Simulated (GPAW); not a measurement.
# MoS2 (P-3m1) in GPAW: notebook

The runs below take MoS2 through relaxation of cell and atoms, single point, with r2SCAN+D3(BJ), BLYP+D3(BJ), PBEsol, PBE.

Program: GPAW 26.7.0. These are calculated values, not measurements. Logs are shortened: lines on timing, memory, paths and dates and some standing lists are left out, and cuts for length are marked. The log counts tension as positive stress, the text compression.

### 1 Starting point

Symmetry: P-3m1, No. 164, trigonal system. The conventional cell has a = 3.227 Å, b = 3.227 Å, c = 6.312 Å, α = 90.00°, β = 90.00°, γ = 120.00°. Around Mo (site symmetry -3m) lie 6 S at 2.42 Å. S (site symmetry 3m) is surrounded by 3 Mo at 2.42 Å.

Measurements of this composition are mostly on another form, of space group No. 194.

### 2 Relaxation of cell and atoms, r2SCAN+D3(BJ)

File run.py:

```python
from ase.calculators.mixing import SumCalculator
from ase.filters import FrechetCellFilter
from ase.io import write
from ase.optimize import BFGS
from ase.spacegroup import crystal
from dftd3.ase import DFTD3
from gpaw import GPAW, PW

# Mo 1b
# S 2d
atoms = crystal(['Mo', 'S'],
                basis=[[0.0, 0.0, 0.5],
                       [0.6666666667, 0.3333333333, 0.74468068]],
                spacegroup=164, setting=1,  # P-3m1
                cellpar=[3.22746456, 3.22746456, 6.31247342, 90.0, 90.0, 120.0],
                primitive_cell=True)

calc = GPAW(mode=PW(600),
            xc='MGGA_X_R2SCAN+MGGA_C_R2SCAN',
            kpts={'size': (7, 7, 3), 'gamma': True},
            occupations={'name': 'fermi-dirac', 'width': 0.05},
            nbands=25,
            convergence={'density': 1e-05, 'energy': 1e-05},
            maxiter=150,
            txt='gpaw.txt')
atoms.calc = SumCalculator([calc, DFTD3(method='r2scan', damping='d3bj')])
opt = BFGS(FrechetCellFilter(atoms), trajectory='relax.traj', logfile='-')
done = opt.run(fmax=0.01, steps=60)
calc.write('gs.gpw')
write('result.traj', atoms)
print('Converged:', done)
print('Cell:', atoms.cell.cellpar().round(4))
print('Volume:', round(atoms.get_volume(), 4))
print(atoms.get_scaled_positions().round(5))
```

Potentials or basis: GPAW PAW data sets (gpaw-data 1.2.1), pw.

Run with:

```
OMP_NUM_THREADS=1 python run.py
```

gpaw.txt:

```text
__  _  _
 | _ |_)|_||  |
 |__||  | ||/\| - 26.7.0

Input parameters:
  mode=PW(ecut=600.0),
  convergence={'density': 1e-05, 'energy': 1e-05},
  kpts=MonkhorstPack(size=(7, 7, 3), gamma=True),
  maxiter=150,
  nbands=25,
  occupations=Occupations(name='fermi-dirac', width=0.05),
  xc=XC(name='MGGA_X_R2SCAN+MGGA_C_R2SCAN')

Diagonalizing LCAO Hamiltonian
Converting LCAO to pw mode

            S

       Mo
         S

Atoms  # Å, Bohr magnetons
|   | symbol |         x |        y |        z |    initial magnetic moments |
|---|--------|-----------|----------|----------|-----------------------------|
| 0 |     Mo |  0.000000 | 0.000000 | 3.156237 | ( 0.0000,  0.0000,  0.0000) |
| 1 |      S |  1.613732 | 0.931689 | 4.700777 | ( 0.0000,  0.0000,  0.0000) |
| 2 |      S | -0.000000 | 1.863378 | 1.611696 | ( 0.0000,  0.0000,  0.0000) |

Unit cell  # Å
| periodic |         x |        y |        z |  lengths |     angles |
|----------|-----------|----------|----------|----------|------------|
|      yes |  3.227465 | 0.000000 | 0.000000 | 3.227465 |  90.000000 |
|      yes | -1.613732 | 2.795066 | 0.000000 | 3.227465 |  90.000000 |
|      yes |  0.000000 | 0.000000 | 6.312473 | 6.312473 | 120.000000 |

Number of symmetries: 12
Symmetry operations  # r_c * U_cc + t_c -> r_c
|    | kind |            matrix            |
|----|------|------------------------------|
|  0 |  σ   |  1, 1, 0,  0,-1, 0,  0, 0, 1 |
|  1 |  S6  |  1, 1, 0, -1, 0, 0,  0, 0,-1 |
|  2 |  E   |  1, 0, 0,  0, 1, 0,  0, 0, 1 |
|  3 |  C2  |  1, 0, 0, -1,-1, 0,  0, 0,-1 |
|  4 |  C2  |  0, 1, 0,  1, 0, 0,  0, 0,-1 |
|  5 |  C3  |  0, 1, 0, -1,-1, 0,  0, 0, 1 |
|  6 |  S6  |  0,-1, 0,  1, 1, 0,  0, 0,-1 |
|  7 |  σ   |  0,-1, 0, -1, 0, 0,  0, 0, 1 |
|  8 |  σ   | -1, 0, 0,  1, 1, 0,  0, 0, 1 |
|  9 |  i   | -1, 0, 0,  0,-1, 0,  0, 0,-1 |
| 10 |  C3  | -1,-1, 0,  1, 0, 0,  0, 0, 1 |
| 11 |  C2  | -1,-1, 0,  0, 1, 0,  0, 0,-1 |

BZ-sampling:
  Number of BZ points: 147
  Number of IBZ points: 20

  Monkhorst-Pack size: [7, 7, 3]
  Monkhorst-Pack shift: [0, 0, 0]

K-points  # in reciprocal-cell coordinates
|     |                                coordinates |     weight |
|-----|--------------------------------------------|------------|
|   0 | (  0.00000000,   0.00000000,   0.00000000) | 0.00680272 |
|   1 | (  0.00000000,   0.00000000,   0.33333333) | 0.01360544 |
|   2 | (  0.14285714,   0.00000000,  -0.33333333) | 0.04081633 |
|   3 | (  0.14285714,   0.00000000,   0.00000000) | 0.04081633 |
|   4 | (  0.14285714,   0.00000000,   0.33333333) | 0.04081633 |
|   5 | (  0.28571429,  -0.14285714,   0.00000000) | 0.04081633 |
|   6 | (  0.28571429,  -0.14285714,   0.33333333) | 0.08163265 |
|   7 | (  0.28571429,   0.00000000,  -0.33333333) | 0.04081633 |
|   8 | (  0.28571429,   0.00000000,   0.00000000) | 0.04081633 |
|   9 | (  0.28571429,   0.00000000,   0.33333333) | 0.04081633 |
| ... |                                            |            |
|  19 | (  0.42857143,   0.42857143,   0.33333333) | 0.08163265 |

Plane wave coefficients: 1920
Cutoff: 600.0 eV

Spin-components: 1 (collinear spins)
Bands:           25
Projectors:      16
Spin-degeneracy: 2
Datatype:        complex128

Parallelization:
  kpt:    1
  domain: 1
  band:   1

Density:
  Valence electrons: 26.0
  Components: 1
  Grid points: [20 20 36]
  Charge: 0.0  # |e|

Potential:
  Grid points: [20 20 36]

species:
  Mo:
    name:    Molybdenum
    Z:       42.0
    valence: 14
    core:    28
    charge:  0.0  # [|e|]
    compensation charges:
      type: gauss
      rc: 0.38  # [Å]
      lmax: 2
    cutoffs:
      filter: 2.16  # [Å]
      core: 1.42  # [Å]
    projectors
[... 102 lines left out ...]
Fermi level: 7.585
Eigenvalues  # (at kpt = [0.000, 0.000, 0.000])
| band index |      eig [eV] | occ [0-2] |
|------------|---------------|-----------|
|          0 |       -56.434 |     2.000 |
|        ... |               |           |
|          7 |         3.219 |     2.000 |
|          8 |         3.220 |     2.000 |
|          9 |         5.467 |     2.000 |
|         10 |         6.402 |     2.000 |
|         11 |         6.454 |     2.000 |
|         12 |         6.455 |     2.000 |
[... 8 lines left out ...]
|         21 |        18.211 |     0.000 |
|         22 |        20.878 |     0.000 |
|        ... |               |           |
|         24 |        21.300 |     0.000 |

No gap
No difference between direct/indirect transitions

Stress tensor  # eV/Ang^3
|         x |         y |         z |
|-----------|-----------|-----------|
| -0.001391 | -0.000000 |  0.000000 |
| -0.000000 | -0.001391 | -0.000000 |
|  0.000000 | -0.000000 | -0.003020 |

Forces  # eV/Ang
|        x |        y |        z |
|----------|----------|----------|
| -0.00000 | -0.00000 |  0.00000 |  # Mo   0
| -0.00000 | -0.00000 |  0.08323 |  # S    1
|  0.00000 |  0.00000 | -0.08323 |  # S    2

Interpolating wave functions to new cell

            S

       Mo
         S

Atoms  # Å, Bohr magnetons
|   | symbol |         x |        y |        z |    initial magnetic moments |
|---|--------|-----------|----------|----------|-----------------------------|
| 0 |     Mo | -0.000000 | 0.000000 | 3.154156 | ( 0.0000,  0.0000,  0.0000) |
| 1 |      S |  1.612463 | 0.930956 | 4.698970 | ( 0.0000,  0.0000,  0.0000) |
| 2 |      S | -0.000000 | 1.861912 | 1.609341 | ( 0.0000,  0.0000,  0.0000) |

Unit cell  # Å
| periodic |         x |        y |         z |  lengths |     angles |
|----------|-----------|----------|-----------|----------|------------|
|      yes |  3.224927 | 0.000000 | -0.000000 | 3.224927 |  90.000000 |
|      yes | -1.612463 | 2.792869 |  0.000000 | 3.224927 |  90.000000 |
|      yes | -0.000000 | 0.000000 |  6.308311 | 6.308311 | 120.000000 |

Number of symmetries: 12
Symmetry operations  # r_c * U_cc + t_c -> r_c
|    | kind |            matrix            |
|----|------|------------------------------|
|  0 |  σ   |  1, 1, 0,  0,-1, 0,  0, 0, 1 |
|  1 |  S6  |  1, 1, 0, -1, 0, 0,  0, 0,-1 |
|  2 |  E   |  1, 0, 0,  0, 1, 0,  0, 0, 1 |
|  3 |  C2  |  1, 0, 0, -1,-1, 0,  0, 0,-1 |
|  4 |  C2  |  0, 1, 0,  1, 0, 0,  0, 0,-1 |
|  5 |  C3  |  0, 1, 0, -1,-1, 0,  0, 0, 1 |
|  6 |  S6  |  0,-1, 0,  1, 1, 0,  0, 0,-1 |
|  7 |  σ   |  0,-1, 0, -1, 0, 0,  0, 0, 1 |
|  8 |  σ   | -1, 0, 0,  1, 1, 0,  0, 0, 1 |
|  9 |  i   | -1, 0, 0,  0,-1, 0,  0, 0,-1 |
| 10 |  C3  | -1,-1, 0,  1, 0, 0,  0, 0, 1 |
| 11 |  C2  | -1,-1, 0,  0, 1, 0,  0, 0,-1 |

BZ-sampling:
  Number of BZ points: 147
  Number of IBZ points: 20

  Monkhorst-Pack size: [7, 7, 3]
  Monkhorst-Pack shift: [0, 0, 0]

K-points  # in reciprocal-cell coordinates
|     |                                coordinates |     weight |
|-----|--------------------------------------------|------------|
|   0 | (  0.00000000,   0.00000000,   0.00000000) | 0.00680272 |
|   1 | (  0.00000000,   0.00000000,   0.33333333) | 0.01360544 |
|   2 | (  0.14285714,   0.00000000,  -0.33333333) | 0.04081633 |
|   3 | (  0.14285714,   0.00000000,   0.00000000) | 0.04081633 |
|   4 | (  0.14285714,   0.00000000,   0.33333333) | 0.04081633 |
|   5 | (  0.28571429,  -0.14285714,   0.00000000) | 0.04081633 |
|   6 | (  0.28571429,  -0.14285714,   0.33333333) | 0.08163265 |
|   7 | (  0.28571429,   0.00000000,  -0.33333333) | 0.04081633 |
|   8 | (  0.28571429,   0.00000000,   0.00000000) | 0.04081633 |
|   9 | (  0.28571429,   0.00000000,   0.33333333) | 0.04081633 |
| ... |                                            |            |
|  19 | (  0.42857143,   0.42857143,   0.33333333) | 0.08163265 |

Plane wave coefficients: 1915
Cutoff: 600.0 eV

Spin-components: 1 (collinear spins)
Bands:           25
Projectors:      16
Spin-degeneracy: 2
Datatype:        complex128

Parallelization:
  kpt:    1
  domain: 1
  band:   1

Density:
  Valence electrons: 26.0
  Components: 1
  Grid points: [20 20 36]
  Charge: 0.0  # |e|

Potential:
  Grid points: [20 20 36]

species:
  Mo:
    name:    Molybdenum
    Z:       42.0
    valence: 14
    core:    28
    charge:  0.0  # [|e|]
    compensation charges:
      type: gauss
      rc: 0.38  # [Å]
      lmax: 2
    cutoffs:
      filter: 2.16  # [Å]
      core: 1.42  # [Å]
    projectors
[... 2284 lines left out ...]
Energy contributions:
  Kinetic:         -12.204888
  Coulomb:           6.330959
  Zero:             -0.403793
  External:          0.000000
  Xc:              -34.387650
  Entropy:          -0.014173
  Spinorbit:         0.000000
  ----------------------------
  Free energy:     -40.679544
  Extrapolated:    -40.672458

dipole moment: (-6.023316, -10.432690, 0.000002)  # |e|*Ang

Fermi level: 8.446
Eigenvalues  # (at kpt = [0.000, 0.000, 0.000])
| band index |      eig [eV] | occ [0-2] |
|------------|---------------|-----------|
|          0 |       -55.504 |     2.000 |
|        ... |               |           |
|          7 |         4.122 |     2.000 |
|          8 |         4.122 |     2.000 |
|          9 |         6.827 |     2.000 |
|         10 |         7.193 |     2.000 |
|         11 |         7.371 |     2.000 |
|         12 |         7.371 |     2.000 |
[... 8 lines left out ...]
|         21 |        19.925 |     0.000 |
|         22 |        21.960 |     0.000 |
|        ... |               |           |
|         24 |        22.293 |     0.000 |

No gap
No difference between direct/indirect transitions

Stress tensor  # eV/Ang^3
|         x |         y |         z |
|-----------|-----------|-----------|
| -0.011412 | -0.000000 | -0.000000 |
| -0.000000 | -0.011412 |  0.000000 |
| -0.000000 |  0.000000 | -0.011807 |

Forces  # eV/Ang
|        x |        y |        z |
|----------|----------|----------|
|  0.00000 |  0.00000 |  0.00000 |  # Mo   0
|  0.00000 | -0.00000 | -0.00902 |  # S    1
| -0.00000 |  0.00000 |  0.00902 |  # S    2

# Writing to gs.gpw (mode='')
```

Run time: 9.5 min. Hardware: 1 thread of Arm Neoverse V1, shared host; peak memory 0.99 GiB.

Results:

| Item | Value |
| --- | --- |
| Free energy | -41.2848 eV |
| Relaxed volume | 17.76 Å³/atom |
| Relaxed cell | a = 3.214 Å, b = 3.214 Å, c = 5.953 Å, α = 90.00°, β = 90.00°, γ = 120.00° |
| Space group after relaxing (to 0.05 Å) | P-3m1 (No. 164) |
| Energy gained by relaxing | 8.2 meV/atom |
| Ionic steps | 11 |
| Pressure after relaxing | 0.0 GPa |
| Band gap on the k mesh | none (metal or under the smearing width) |
| Dispersion energy per atom | -0.202 eV |

Forces on the atoms (eV/Å):
```
Mo   0.000  0.000  0.000
S    0.000  0.000 -0.002
S    0.000  0.000  0.002
```

The path:
| step | energy change (eV) | largest force (eV/Å) | pressure (GPa) | volume (Å³) |
| --- | --- | --- | --- | --- |
| 1 | 0.0000 | 0.0905 | -1.32 | 56.94 |
| 2 | -0.0012 | 0.1038 | -1.14 | 56.82 |
| 3 | -0.0083 | 0.1885 | 0.64 | 55.40 |
| 4 | -0.0095 | 0.1498 | 0.61 | 55.20 |
| 5 | -0.0121 | 0.0124 | 0.02 | 54.80 |
| 6 | -0.0129 | 0.0519 | -0.20 | 54.73 |
| 7 | -0.0167 | 0.1633 | -0.87 | 54.35 |
| 8 | -0.0205 | 0.2039 | -1.10 | 53.85 |
| 9 | -0.0234 | 0.1436 | -0.79 | 53.39 |
| 10 | -0.0244 | 0.0426 | -0.27 | 53.28 |
| 11 | -0.0245 | 0.0022 | -0.02 | 53.27 |

Final structure:
```
Mo S
1.0
     3.21446    0.00000    0.00000
    -1.60723    2.78380    0.00000
     0.00000    0.00000    5.95276
Mo S
1 2
Direct
  0.00000 0.00000 0.50000
  0.66667 0.33333 0.75999
  0.33333 0.66667 0.24001
```

Caveat: later steps reuse the first step's grids; the PAW data sets were made with another functional, which shifts forces and pressure a little.

### 3 Relaxation of cell and atoms, BLYP+D3(BJ)

Changes to run.py since step 2:

```diff
@@ -6,3 +6,5 @@
 from dftd3.ase import DFTD3
-from gpaw import GPAW, PW
+from gpaw import GPAW, PW, setup_paths
+
+setup_paths.insert(0, '.')
 
@@ -18,3 +20,3 @@
 calc = GPAW(mode=PW(600),
-            xc='MGGA_X_R2SCAN+MGGA_C_R2SCAN',
+            xc='BLYP',
             kpts={'size': (7, 7, 3), 'gamma': True},
@@ -23,7 +25,8 @@
             convergence={'density': 1e-05, 'energy': 1e-05},
+            eigensolver='davidson',
             maxiter=150,
             txt='gpaw.txt')
-atoms.calc = SumCalculator([calc, DFTD3(method='r2scan', damping='d3bj')])
+atoms.calc = SumCalculator([calc, DFTD3(method='blyp', damping='d3bj')])
 opt = BFGS(FrechetCellFilter(atoms), trajectory='relax.traj', logfile='-')
-done = opt.run(fmax=0.01, steps=60)
+done = opt.run(fmax=0.02, steps=100)
 calc.write('gs.gpw')
```

Potentials or basis: PAW data sets generated in the run's folder for this functional, pw.

Run with:

```
gpaw-setup -f BLYP Mo S
OMP_NUM_THREADS=1 python run.py
```

Wall time 3 min (1 thread of Arm Neoverse V1, shared host); peak memory 0.31 GiB.

It converged, with:

* Free energy: -21.5825 eV
* Relaxed volume: 16.91 Å³/atom
* Relaxed cell: a = 3.231 Å, b = 3.231 Å, c = 5.610 Å, α = 90.00°, β = 90.00°, γ = 120.00°
* Space group after relaxing (to 0.05 Å): P-3m1 (No. 164)
* Energy gained by relaxing: 47.3 meV/atom
* Ionic steps: 13
* Pressure after relaxing: 0.0 GPa
* Largest force after relaxing: 0.003 eV/Å
* Band gap on the k mesh: none (metal or under the smearing width)
* Dispersion energy per atom: -0.995 eV

Forces on the atoms (eV/Å):
```
Mo   0.000  0.000  0.000
S    0.000  0.000  0.003
S    0.000  0.000 -0.003
```

The path:
```tsv
step	energy change (eV)	largest force (eV/Å)	pressure (GPa)	volume (Å³)
1	0.0000	0.5602	-0.09	56.94
2	-0.0080	0.4348	-0.77	56.94
3	-0.0280	0.0018	-2.95	56.59
4	-0.0370	0.1285	-3.37	56.11
5	-0.0670	0.4042	-3.27	53.82
6	-0.0848	0.3941	-1.61	52.02
7	-0.0981	0.1679	0.65	51.03
8	-0.1060	0.0732	1.94	50.89
9	-0.1128	0.2011	2.43	50.82
10	-0.1295	0.3503	2.67	50.53
11	-0.1378	0.2576	1.67	50.52
12	-0.1416	0.0749	0.26	50.79
13	-0.1420	0.0034	0.00	50.73
```

Final structure:
```
Mo S
1.0
     3.23141    0.00000    0.00000
    -1.61570    2.79848    0.00000
     0.00000    0.00000    5.61018
Mo S
1 2
Direct
  0.00000 0.00000 0.50000
  0.66667 0.33333 0.77621
  0.33333 0.66667 0.22379
```

Levels at points of the mesh, in eV from the Fermi level:
| k point | band 9 | band 10 | band 11 | band 12 | band 13 | band 14 | band 15 | band 16 | band 17 | band 18 |
| --- | --- | --- | --- | --- | --- | --- | --- | --- | --- | --- |
| (0.00, 0.00, 0.00) | -4.01 | -1.11 | -0.93 | -0.93 | -0.78 | -0.32 | -0.32 | 2.76 | 2.76 | 5.91 |

Caveat: later steps reuse the first step's grids.

(Part 1 of 2 ends here.)
